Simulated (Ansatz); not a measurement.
# Zr: the cost of one run

Program: Ansatz 0.2.0. Level of theory: DFT LDA, scalar-relativistic. These are calculated values, not measurements.

## Step 1: Starting point

Symmetry: Im-3m, No. 229, cubic system. The conventional cell has a = 3.620 Å, b = 3.620 Å, c = 3.620 Å, α = 90.00°, β = 90.00°, γ = 90.00°. Around Zr (site symmetry m-3m) lie 8 Zr at 3.14 Å.

As a file:

```xyz
1
Lattice="-1.8100 1.8100 1.8100 1.8100 -1.8100 1.8100 1.8100 1.8100 -1.8100" Properties=species:S:1:pos:R:3 pbc="T T T"
Zr    0.0000    0.0000    0.0000
```

## Step 2: The deformed structure

Space group Im-3m before, R-3m after.

## Step 3: LAPW, all electrons

input.yaml

```yaml
crystal:
  lattice:
    - [-1.7919, 1.81, 1.81]
    - [1.81, -1.7919, 1.81]
    - [1.81, 1.81, -1.7919]
  atoms:
    - { symbol: Zr, position: [0.0, 0.0, 0.0] }
kpoints:
  mp_grid: { grid: [16, 16, 16] }
  band_path:
    path:
      - [0.0, 0.0, 0.0]
      - [0.0, 0.0, 0.5]
      - [-0.5, 0.5, 0.5]
      - [-0.7474684983, 0.2525315017, 0.2525315017]
      - [0.2525315017, 0.2525315017, 0.2525315017]
      - [0.0, 0.0, 0.0]
      - [-0.5, 0.0, 0.5]
    npoints: 5
scf:
  occupations: { method: fermi_dirac, width: 0.03 }
hamiltonian:
  xc: lda
  pseudopotentials: { kind: all_electron, lapw: { basis_error: 0.0005 } }
output:
  forces: true
  stress: true
  eigenvalues: true
```

On the command line:

```
$ ansatz run input.yaml --threads 1 --pin off --max-ram 3072MiB --backend cpu --events-out ev --progress --plain --runs-dir out
```

Q: Estimate wall time and peak memory on 1 thread of Arm Neoverse V2, shared host.

About 33 s, with a peak of 0.5 GiB.
